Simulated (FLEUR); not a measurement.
# 2 ML V on W(001), 3 substrate layers: from one collinear state to anisotropy and Dzyaloshinskii–Moriya interaction

One state of 2 ML V on W(001), 3 substrate layers is converged without symmetry. Force theorems then give its anisotropy and Dzyaloshinskii–Moriya interaction.

Program: FLEUR MaX-R8.1. Level of theory: LDA (VWN); all-electron FLAPW film, Dirac cores, scalar-relativistic bands. Results are calculated unless marked as measured.

This is a report of a sequence of runs, with most program output left out.

## Step 1: Set-up

The cell holds 5 atoms: 3 W and 2 V. Cell: a = 3.165 Å, b = 3.165 Å, c = 20.169 Å, α = 90.0°, β = 90.0°, γ = 90.0°. Pseudomorphic film on a typed substrate lattice, hard-sphere layer spacings, unrelaxed. Vacuum lies along c.

Coordinates:

```cif
data_structure
_symmetry_space_group_name_H-M 'P 1'
_symmetry_Int_Tables_number 1
_cell_length_a 3.1647
_cell_length_b 3.1647
_cell_length_c 20.1686
_cell_angle_alpha 90.000
_cell_angle_beta 90.000
_cell_angle_gamma 90.000
_cell_volume 201.99
loop_
_atom_site_label
_atom_site_type_symbol
_atom_site_fract_x
_atom_site_fract_y
_atom_site_fract_z
_atom_site_occupancy
W1 W 0.00000 0.00000 0.34708 1
W2 W 0.50000 0.50000 0.42553 1
W3 W 0.00000 0.00000 0.50399 1
V4 V 0.50000 0.50000 0.57981 1
V5 V 0.00000 0.00000 0.65292 1
```

## Step 2: Self-consistent state

The force theorems are single passes in this state's potential, so it has to be converged first.

No symmetry is used, so that later steps may turn the spins freely; k and −k are joined. FLEUR takes the sheet as a true film: the images along c are dropped, heights are typed in bohr, and the vacuum on both sides is semi-infinite. inpgen writes inp.xml from crystal.txt; cutoffs, mixing, functional, smearing and local orbitals are then set in the file. The k list scf (kpts.xml, not shown) is a Γ-centred 10×10×1 mesh; where the ranks do not divide the number of points, some are split in two of half the weight.

inp.xml

```
<?xml version="1.0" encoding="UTF-8" standalone="no"?>
<fleurInput fleurInputVersion="0.39">
   <comment>
      V2W3
   </comment>
   <calculationSetup>
      <cutoffs Kmax="3.6" Gmax="10.8" GmaxXC="10.8" numbands="0"/>
      <scfLoop itmax="120" minDistance="0.00002" maxIterBroyd="15" imix="Anderson" alpha="0.03" precondParam="0.0" spinf="2.0" sdNocoIR="T"/>
      <coreElectrons ctail="F" frcor="F" kcrel="0" coretail_lmax="0"/>
      <xcFunctional name="vwn" relativisticCorrections="F"/>
      <magnetism jspins="2" l_noco="F" l_ss="F">
         <qss>0.0 0.0 0.0</qss>
         <mtNocoParams l_mperp="F" l_mtNocoPot="F" l_relaxSQA="F" mag_mixing_scheme="0" mix_RelaxWeightOffD="1.0" l_constrained="F" mix_constr="1.0"/>
         <sourceFreeMag l_sourceFree="F" l_scaleMag="F" mag_scale="1.0"/>
      </magnetism>
      <soc l_soc="F" theta="0.0" phi="0.0" spav="F"/>
      <expertModes spex="0" secvar="F"/>
      <geometryOptimization l_f="F" forcealpha="1.0" forcemix="BFGS" epsdisp="0.00001" epsforce="0.00001"/>
      <ldaU l_linMix="F" mixParam="0.05" spinf="1.0"/>
   </calculationSetup>
   <cell>
      <bzIntegration valenceElectrons="68.0" mode="hist" fermiSmearingEnergy="0.00183747">
         <kPointListSelection listName="scf"/>
         <xi:include xmlns:xi="http://www.w3.org/2001/XInclude" href="kpts.xml"> </xi:include>
      </bzIntegration>
      <xi:include xmlns:xi="http://www.w3.org/2001/XInclude" href="sym.xml"> </xi:include>
      <filmLattice scale="1.0" dVac="17.38" dTilda="19.88">
         <bravaisMatrixFilm>
            <row-1>    5.9803973692603734     0.0000000000000000</row-1>
            <row-2>    0.0000000000000000     5.9803973692603734</row-2>
         </bravaisMatrixFilm>
         <vacuumEnergyParameters vacuum="1" spinUp="-.25" spinDown="-.25"/>
         <vacuumEnergyParameters vacuum="2" spinUp="-.25" spinDown="-.25"/>
      </filmLattice>
   </cell>
   <atomSpecies>
      <species name="Tungsten (1.001" element="W" atomicNumber="74">
         <mtSphere radius="2.46" gridPoints="813" logIncrement="0.016"/>
         <atomicCutoffs lmax="10" lnonsphr="8"/>
         <electronConfig flipSpins="F">
            <coreConfig>(1s1/2) (2s1/2) (2p1/2) (2p3/2) (3s1/2) (3p1/2) (3p3/2) (4s1/2) (3d3/2) (3d5/2) (4p1/2) (4p3/2) (4d3/2) (4d5/2) (4f5/2) (4f7/2)</coreConfig>
            <valenceConfig>(5s1/2) (5p1/2) (5p3/2) (6s1/2) (5d3/2) (5d5/2)</valenceConfig>
            <stateOccupation state="(5d3/2)" spinUp="0.8" spinDown="0.8"/>
            <stateOccupation state="(5d5/2)" spinUp="1.7005" spinDown="0.6995"/>
         </electronConfig>
         <energyParameters s="6" p="6" d="5" f="5"/>
         <lo type="SCLO" l="0" n="5" eDeriv="0"/>
         <lo type="SCLO" l="1" n="5" eDeriv="0"/>
      </species>
      <species name="Vanadium (1.500" element="V" atomicNumber="23">
         <mtSphere radius="2.41" gridPoints="797" logIncrement="0.015"/>
         <atomicCutoffs lmax="10" lnonsphr="8"/>
         <electronConfig flipSpins="F">
            <coreConfig>(1s1/2) (2s1/2) (2p1/2) (2p3/2)</coreConfig>
            <valenceConfig>(3s1/2) (3p1/2) (3p3/2) (4s1/2) (3d3/2) (3d5/2)</valenceConfig>
            <stateOccupation state="(3d3/2)" spinUp="0.6" spinDown="0.6"/>
            <stateOccupation state="(3d5/2)" spinUp="1.65" spinDown="0.15"/>
         </electronConfig>
         <energyParameters s="4" p="4" d="3" f="4"/>
         <lo type="SCLO" l="0" n="3" eDeriv="0"/>
         <lo type="SCLO" l="1" n="3" eDeriv="0"/>
      </species>
   </atomSpecies>
   <atomGroups>
      <atomGroup species="Tungsten (1.001">
         <filmPos label="                   1">.0000000000 .0000000000 -5.8284426511</filmPos>
         <force calculate="T" relaxXYZ="TTT"/>
         <nocoParams  alpha="0.0" beta="0.0"/>
      </atomGroup>
      <atomGroup species="Tungsten (1.001">
         <filmPos label="                   2">1.000/2.000 1.000/2.000 -2.8382429020</filmPos>
         <force calculate="T" relaxXYZ="TTT"/>
         <nocoParams  alpha="0.0" beta="0.0"/>
      </atomGroup>
      <atomGroup species="Tungsten (1.001">
         <filmPos label="                   3">.0000000000 .0000000000 .1519568471</filmPos>
         <force calculate="T" relaxXYZ="TTT"/>
         <nocoParams  alpha="0.0" beta="0.0"/>
      </atomGroup>
      <atomGroup species="Vanadium (1.500">
         <filmPos label="                   4">1.000/2.000 1.000/2.000 3.0416524062</filmPos>
         <force calculate="T" relaxXYZ="TTT"/>
         <nocoParams  alpha="0.0" beta="0.0"/>
      </atomGroup>
      <atomGroup species="Vanadium (1.500">
         <filmPos label="                   5">.0000000000 .0000000000 5.8284426511</filmPos>
         <force calculate="T" relaxXYZ="TTT"/>
         <nocoParams  alpha="0.0" beta="0.0"/>
      </atomGroup>
   </atomGroups>
   <output dos="F" band="F" slice="F">
      <bandDOS minEnergy="-.5*Htr" maxEnergy="0.5*Htr" sigma="0.015" storeEVData="T"/>
      <plotting iplot="0" polar="F">
         <plot TwoD="T" vec1="  1.0  0.0  0.0" vec2="  0.0  1.0  0.0" vec3="  0.0  0.0  1.0" zero="  0.0  0.0 -0.5" file="plot"/>
      </plotting>
      <moessbauerParams electricFieldGradient="F" isomerShift="F" coreHyperfine="F" valenceHyperfine="F"/>
   </output>
</fleurInput>
```

crystal.txt

```
V2W3
&input film=T cartesian=F /
3.16469000000  0.00000000000  0.00000000000
0.00000000000  3.16469000000  0.00000000000
0.00000000000  0.00000000000  1.00000000000
1.8897261246
1.0 1.0 1.0

5
74 0.00000000000  0.00000000000  -5.82844265111 : 1.001
74 0.50000000000  0.50000000000  -2.83824290198 : 1.001
74 0.00000000000  0.00000000000  0.15195684715 : 1.001
23 0.50000000000  0.50000000000  3.04165240618 : 1.500
23 0.00000000000  0.00000000000  5.82844265111 : 1.500

&kpt div1=10 div2=10 div3=1 gamma=T /
```

Launch:

```sh
> OMP_NUM_THREADS=1 inpgen -f crystal.txt -nosym -noco > inpgen.log  # inp.xml is then edited as shown
> OMP_NUM_THREADS=1 mpirun -n 4 fleur_MPI > fleur.log
```

It took 14 min on 4 MPI ranks of Intel Xeon Platinum 8488C (Sapphire Rapids), shared host; peak memory 1.6 GiB.

Spin moment in the muffin-tin sphere by atom:

| atom | spin moment in the muffin-tin sphere (μB) |
| --- | --- |
| W1 | -0.14 |
| W2 | 0.01 |
| W3 | -0.03 |
| V4 | -0.29 |
| V5 | 1.05 |

This step gave:

```
free energy                                                       : -1370500.0237 eV
program's band gap on this mesh (in a metal only a level spacing) : 0.004509 eV
magnetization                                                     : 0.6776 μB
final state                                                       : ferrimagnetic
```

The typed pattern was not kept: a seeded moment turned or collapsed.

After 81 cycles the largest moment stands at 1.05 μB.

## Step 3: Anisotropy by the force theorem

Anisotropy is a small difference, so it is taken from sums over occupied states at a frozen potential, where most errors cancel.

One pass with spin–orbit coupling for each direction, from the saved density. The k list mae (kpts.xml, not shown) is a Γ-centred 20×20×1 mesh.

Changes to inp.xml since step 2:

```diff
@@ -6,4 +6,4 @@
    <calculationSetup>
-      <cutoffs Kmax="3.6" Gmax="10.8" GmaxXC="10.8" numbands="0"/>
-      <scfLoop itmax="120" minDistance="0.00002" maxIterBroyd="15" imix="Anderson" alpha="0.03" precondParam="0.0" spinf="2.0" sdNocoIR="T"/>
+      <cutoffs Kmax="3.6" Gmax="10.8" GmaxXC="10.8" numbands="188"/>
+      <scfLoop itmax="1" minDistance="0.00002" maxIterBroyd="15" imix="Anderson" alpha="0.03" precondParam="0.0" spinf="2.0" sdNocoIR="T"/>
       <coreElectrons ctail="F" frcor="F" kcrel="0" coretail_lmax="0"/>
@@ -15,3 +15,3 @@
       </magnetism>
-      <soc l_soc="F" theta="0.0" phi="0.0" spav="F"/>
+      <soc l_soc="T" theta="0.0" phi="0.0" spav="F"/>
       <expertModes spex="0" secvar="F"/>
@@ -22,3 +22,3 @@
       <bzIntegration valenceElectrons="68.0" mode="hist" fermiSmearingEnergy="0.00183747">
-         <kPointListSelection listName="scf"/>
+         <kPointListSelection listName="mae"/>
          <xi:include xmlns:xi="http://www.w3.org/2001/XInclude" href="kpts.xml"> </xi:include>
@@ -97,2 +97,5 @@
    </output>
+   <forceTheorem>
+      <MAE theta="0.0 1.5707963 1.5707963" phi="0.0 0.0 1.5707963"/>
+   </forceTheorem>
 </fleurInput>
```

Launch:

```sh
> OMP_NUM_THREADS=1 mpirun -n 4 fleur_MPI -warn_only > fleur.log
```

It took 6.6 min on 4 MPI ranks; peak memory 3.5 GiB; 26 min of CPU time.

Anisotropy energies, by row:

| axis | x | y | z | band energy less the first axis' (meV a cell) |
| --- | --- | --- | --- | --- |
| z | 0 | 0 | 1 | 0 |
| x | 1 | 0 | 0 | 0.2826 |
| y | 0 | 1 | 0 | 0.2826 |

Shape anisotropy is not in these numbers.

## Step 4: Chiral energy of spirals

Without an inversion centre the two senses of rotation can differ in energy; q and −q test that.

Flat spirals are solved without spin–orbit coupling, which is then added to first order for three rotation axes. The k list dmi (kpts.xml, not shown) is a Γ-centred 16×16×1 mesh.

Changes to inp.xml since step 3:

```diff
@@ -6,3 +6,3 @@
    <calculationSetup>
-      <cutoffs Kmax="3.6" Gmax="10.8" GmaxXC="10.8" numbands="188"/>
+      <cutoffs Kmax="3.6" Gmax="10.8" GmaxXC="10.8" numbands="0"/>
       <scfLoop itmax="1" minDistance="0.00002" maxIterBroyd="15" imix="Anderson" alpha="0.03" precondParam="0.0" spinf="2.0" sdNocoIR="T"/>
@@ -10,3 +10,3 @@
       <xcFunctional name="vwn" relativisticCorrections="F"/>
-      <magnetism jspins="2" l_noco="F" l_ss="F">
+      <magnetism jspins="2" l_noco="T" l_ss="T">
          <qss>0.0 0.0 0.0</qss>
@@ -15,3 +15,3 @@
       </magnetism>
-      <soc l_soc="T" theta="0.0" phi="0.0" spav="F"/>
+      <soc l_soc="F" theta="0.0" phi="0.0" spav="T"/>
       <expertModes spex="0" secvar="F"/>
@@ -22,3 +22,3 @@
       <bzIntegration valenceElectrons="68.0" mode="hist" fermiSmearingEnergy="0.00183747">
-         <kPointListSelection listName="mae"/>
+         <kPointListSelection listName="dmi"/>
          <xi:include xmlns:xi="http://www.w3.org/2001/XInclude" href="kpts.xml"> </xi:include>
@@ -67,3 +67,3 @@
          <force calculate="T" relaxXYZ="TTT"/>
-         <nocoParams  alpha="0.0" beta="0.0"/>
+         <nocoParams  alpha="0.0" beta="1.5707963"/>
       </atomGroup>
@@ -72,3 +72,3 @@
          <force calculate="T" relaxXYZ="TTT"/>
-         <nocoParams  alpha="0.0" beta="0.0"/>
+         <nocoParams  alpha="0.0" beta="1.5707963"/>
       </atomGroup>
@@ -77,3 +77,3 @@
          <force calculate="T" relaxXYZ="TTT"/>
-         <nocoParams  alpha="0.0" beta="0.0"/>
+         <nocoParams  alpha="0.0" beta="1.5707963"/>
       </atomGroup>
@@ -82,3 +82,3 @@
          <force calculate="T" relaxXYZ="TTT"/>
-         <nocoParams  alpha="0.0" beta="0.0"/>
+         <nocoParams  alpha="0.0" beta="1.5707963"/>
       </atomGroup>
@@ -87,3 +87,3 @@
          <force calculate="T" relaxXYZ="TTT"/>
-         <nocoParams  alpha="0.0" beta="0.0"/>
+         <nocoParams  alpha="0.0" beta="1.5707963"/>
       </atomGroup>
@@ -98,3 +98,15 @@
    <forceTheorem>
-      <MAE theta="0.0 1.5707963 1.5707963" phi="0.0 0.0 1.5707963"/>
+      <DMI theta="0.0 1.5707963 1.5707963" phi="0.0 0.0 1.5707963">
+      <qVectors>
+         <q>0.00000000 0.00000000 0.00000000</q>
+         <q>0.00000000 0.16666667 0.00000000</q>
+         <q>-0.00000000 -0.16666667 -0.00000000</q>
+         <q>0.00000000 0.33333333 0.00000000</q>
+         <q>0.00000000 0.50000000 0.00000000</q>
+         <q>0.16666667 0.50000000 0.00000000</q>
+         <q>0.33333333 0.50000000 0.00000000</q>
+         <q>0.50000000 0.50000000 0.00000000</q>
+         <q>0.33333333 0.33333333 0.00000000</q>
+      </qVectors>
+      </DMI>
    </forceTheorem>
```

It took 17 min on 4 MPI ranks; peak memory 2 GiB.

First order in the spin-orbit coupling, flat spirals. Spin orbit energy of spirals, by row:

| q1 | q2 | q3 | qx (Å⁻¹) | qy | qz | rotation axis z (meV a cell) | axis x | axis y |
| --- | --- | --- | --- | --- | --- | --- | --- | --- |
| 0 | 0 | 0 | 0 | 0 | 0 | 0 | 0 | 0 |
| 0 | 0.1667 | 0 | 0 | 0.3309 | 0 | 0 | -0.6917 | 0 |
| 0 | -0.1667 | 0 | 0 | -0.3309 | 0 | 0 | 0.6917 | 0 |
| 0 | 0.3333 | 0 | 0 | 0.6618 | 0 | 0 | -0.8019 | 0 |
| 0 | 0.5 | 0 | 0 | 0.9927 | 0 | 0 | -0.4147 | 0 |
| 0.1667 | 0.5 | 0 | 0.3309 | 0.9927 | 0 | 0 | -0.3831 | -0.01769 |
| 0.3333 | 0.5 | 0 | 0.6618 | 0.9927 | 0 | 0 | -0.169 | -1.044 |
| 0.5 | 0.5 | 0 | 0.9927 | 0.9927 | 0 | 0 | 0 | 0 |
| 0.3333 | 0.3333 | 0 | 0.6618 | 0.6618 | 0 | 0 | 0.9089 | -0.9089 |

Parts of the atoms at the smallest wavevector:

| atom | rotation axis z (meV) | axis x | axis y |
| --- | --- | --- | --- |
| W1 | 0 | -0.5333 | 0 |
| W2 | 0 | -0.2419 | 0 |
| W3 | 0 | 0.1709 | 0 |
| V4 | 0 | -0.03048 | 0 |
| V5 | 0 | -0.05687 | 0 |

## Step 5: What came out

| Item | Value |
| --- | --- |
| reference state | ferrimagnetic |
| largest sphere moment | 1.05 μB |
| easy direction of those tried | z |
| energy along x less z, force theorem | 0.283 meV a primitive cell |
| largest chiral energy (length of the three axes' vector) | 1.29 meV a cell |
| chiral energy over \|q\| at the smallest q, (0, 0.331, 0) 1/Å | 2.09 meV Å a cell, for the axis (-1, 0, 0) |

What this shows: By the force theorem the moments prefer z; shape anisotropy is not in it, and in a film it favours the plane. It is not shown converged in the mesh. Rows at the zone's boundary need not be chiral and are not counted. At the smallest wavevector the energy changes sign with q, so one sense of rotation is favoured there. One point gives no true slope, and the favoured sense can change along the path. Signs follow the program's convention and were not checked against another code. At that wavevector the atoms with little moment give -0.63 meV of the -0.69 meV for the rotation axis x; single atoms give up to 0.53 meV, and the mesh was not tested. The state was typed, and no other order was converged beside it, so it need not be the ground state. Core electrons leak out of the spheres (0.024 e), which costs some accuracy. A substrate of 3 unrelaxed layers is a model; thickness and relaxation can move these numbers.

[Logs and program files are shortened in this print: banners, set-up blocks, solver, clock and traceback lines can be left out without a mark of their own.]

[Logs are printed without paths, hosts, clocks, repeated set-up lines and the standing remarks that a program may print on its own settings, such as how far it seeks lower states.]

[Hosts, paths, dates, database ids (printed as entryN), source tags and the programs' standing remarks are cut or masked in the printed files.]

[Where a cell is said to come from a database of computed structures, the database is the Materials Project.]
